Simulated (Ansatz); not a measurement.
# MnO2: the cost of one run

Computed with Ansatz 0.2.0 (DFT at more than one level, as each input shows, unless a step's input says otherwise).

## 1. Starting point

The structure is orthorhombic, space group Pnnm (No. 58). Conventional cell: a = 4.331 Å, b = 4.462 Å, c = 2.862 Å, α = 90.00°, β = 90.00°, γ = 90.00°. Mn (site symmetry 2/m) has 6 O at 1.88 to 1.90 Å as nearest neighbours. O (site symmetry m) has 3 Mn at 1.88 to 1.90 Å as nearest neighbours.

As a file:

```cif
data_structure
_symmetry_space_group_name_H-M 'Pnnm'
_symmetry_Int_Tables_number 58
_cell_length_a 4.3306
_cell_length_b 4.4623
_cell_length_c 2.8625
_cell_angle_alpha 90.000
_cell_angle_beta 90.000
_cell_angle_gamma 90.000
_cell_volume 55.32
loop_
_atom_site_label
_atom_site_type_symbol
_atom_site_symmetry_multiplicity
_atom_site_Wyckoff_symbol
_atom_site_fract_x
_atom_site_fract_y
_atom_site_fract_z
_atom_site_occupancy
Mn1 Mn 2 a 0.00000 0.00000 0.00000 1
O1 O 4 g 0.78601 0.17704 0.50000 1
```

## 2. Ferromagnetic

input.yaml reads:

```yaml
crystal:
  lattice:
    - [4.33057597, 0.0, 0.0]
    - [0.0, 4.46231267, 0.0]
    - [0.0, 0.0, 2.8624768]
  atoms:
    - { symbol: Mn, position: [0.0, 0.0, 0.0], spin: 4.0 }
    - { symbol: Mn, position: [0.5, 0.5, 0.5], spin: 4.0 }
    - { symbol: O, position: [0.78600764, 0.17703733, 0.5] }
    - { symbol: O, position: [0.71399236, 0.67703733, 0.0] }
    - { symbol: O, position: [0.28600764, 0.32296267, 0.0] }
    - { symbol: O, position: [0.21399236, 0.82296267, 0.5] }
basis:
  ecutwfc: 420
kpoints:
  mp_grid: { grid: [8, 8, 12] }
hamiltonian:
  xc: pbe
  hubbard: { sites: [{ species: Mn, l: d, u_eff: 3.0 }] }
scf:
  occupations: { method: gaussian, width: 0.05 }
output:
  forces: true
  stress: true
  eigenvalues: true
  populations: true
  write_density: true
  write_potential: true
  elf: true
  volumetric_format: npy
magnetization:
  spin_polarized: true
```

The run is started by

```console
> ansatz run input.yaml --threads 1 --pin off --max-ram 2560MiB --backend cpu --events-out ev --progress --plain --runs-dir out
```

**Question.** How long does this run take on 1 thread of Arm Neoverse V2, shared host, and how much memory does it need?

About 69 s, with a peak of 0.93 GiB.
